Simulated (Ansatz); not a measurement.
InN (wurtzite)

```
CELL_PARAMETERS angstrom
      3.53693     0.00000     0.00000
     -1.76847     3.06307     0.00000
      0.00000     0.00000     5.71356
ATOMIC_POSITIONS crystal
  In 0.66667 0.33333 0.00203
  In 0.33333 0.66667 0.50203
  N  0.66667 0.33333 0.62317
  N  0.33333 0.66667 0.12317
```

In this cell atom 3 (N, nearest neighbour In at 2.156 Å; its periodic images, 3.5 Å or more away, move with it) is moved by u·(1.000, 0.000, 0.000) + v·(0.000, 1.000, 0.000); the rest is frozen.

Calculation: PBEsol (plane waves to 420 eV, PAW, scalar-relativistic; Ansatz, a program for electronic structure). k mesh 9×9×5 (Γ-centred), Fermi-Dirac smearing 0.05 eV. E stands for the smeared free energy. With partly filled bands, energies and forces of such displacements shift with the k mesh and the smearing. At this level the bands of InN touch or barely overlap; measurements give the solid a gap. InN was relaxed with its symmetry unable to fall. The last digit holds for this mesh only.

Changes of ΔE (meV/cell) from the point u = 0.000 Å, v = 0.000 Å when one coordinate moves alone (two changes are said to add if the coupling is within 5 % of the smaller one, nearly so within 20 %):

```tsv
point	change
u = 0.000 Å, v = -0.320 Å	784.8
u = 0.000 Å, v = -0.213 Å	303.6
u = 0.000 Å, v = -0.107 Å	66.5
u = -0.320 Å, v = 0.000 Å	573.7
u = -0.213 Å, v = 0.000 Å	243.7
u = -0.107 Å, v = 0.000 Å	59.2
u = 0.107 Å, v = 0.000 Å	59.2
u = 0.213 Å, v = 0.000 Å	243.7
u = 0.320 Å, v = 0.000 Å	573.7
u = 0.000 Å, v = 0.107 Å	51.9
u = 0.000 Å, v = 0.213 Å	184.4
u = 0.000 Å, v = 0.320 Å	368.6
```

Task: Do the two effects add at u = -0.320 Å, v = 0.107 Å? Give the computed change.

Result: The sum of the single changes is 573.7 + (51.9) = 625.6; the calculation gives 847.5, so the coupling contributes 221.9 (over 20 % of the smaller single change, not additive).

Task: Do the two effects add at u = 0.213 Å, v = -0.320 Å? Give the computed change.

Result: The sum of the single changes is 243.7 + (784.8) = 1028.5; the calculation gives 786.5, so the coupling contributes -242.0 (over 20 % of the smaller single change, not additive).

Task: What is the change at u = -0.107 Å, v = 0.320 Å, where both move, and how far is it from the sum?

Result: The sum of the single changes is 59.2 + (368.6) = 427.8; the calculation gives 504.7, so the coupling contributes 76.9 (over 20 % of the smaller single change, not additive).

(For displaced atoms, the force is minus the slope of the energy, and its curvature is a force constant, which sets phonon frequencies.)
